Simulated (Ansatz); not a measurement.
# CdSe: the cost of one run

Method: DFT PBE, scalar-relativistic, plane waves, PAW, in Ansatz 0.2.0.

1 further run of the same task is left out (it didn't finish).

## 1. The starting structure

The structure is cubic, space group Fm-3m (No. 225). Conventional cell: a = 5.748 Å, b = 5.748 Å, c = 5.748 Å, α = 90.00°, β = 90.00°, γ = 90.00°. Cd (site symmetry m-3m) is surrounded by 6 Se at 2.87 Å. Se (site symmetry m-3m) is surrounded by 6 Cd at 2.87 Å.

As a file:

```xyz
2
Lattice="0.0000 2.8740 2.8740 2.8740 0.0000 2.8740 2.8740 2.8740 0.0000" Properties=species:S:1:pos:R:3 pbc="T T T"
Cd    0.0000    0.0000    0.0000
Se    2.8740    2.8740    2.8740
```

The structure comes from the Materials Project (structure only).

(A quick probe on a coarse mesh, which set the mesh and smearing, is not shown.)

## 3. Relaxing cell and atoms

Input file input.yaml:

```yaml
crystal:
  lattice:
    - [0.0, 2.873958, 2.873958]
    - [2.873958, 0.0, 2.873958]
    - [2.873958, 2.873958, 0.0]
  atoms:
    - { symbol: Cd, position: [0.0, 0.0, 0.0] }
    - { symbol: Se, position: [0.5, 0.5, 0.5] }
basis:
  ecutwfc: 420
kpoints:
  mp_grid: { grid: [12, 12, 12] }
hamiltonian:
  xc: pbe
scf:
  occupations: { method: gaussian, width: 0.1 }
output:
  forces: true
  stress: true
  eigenvalues: true
relax:
  adjacent_minimum: "off"
  f_tol: 0.005
  max_steps: 80
  cell: { stress_tol: 0.05 }
```

The run is started by

```console
> ansatz run input.yaml --threads 1 --pin off --max-ram 2560MiB --backend cpu --events-out ev --progress --plain --runs-dir out
```

**Question.** How long does this run take on 1 thread of Arm Neoverse V1, shared host, and how much memory does it need?

About 15 s, with a peak of 0.37 GiB.
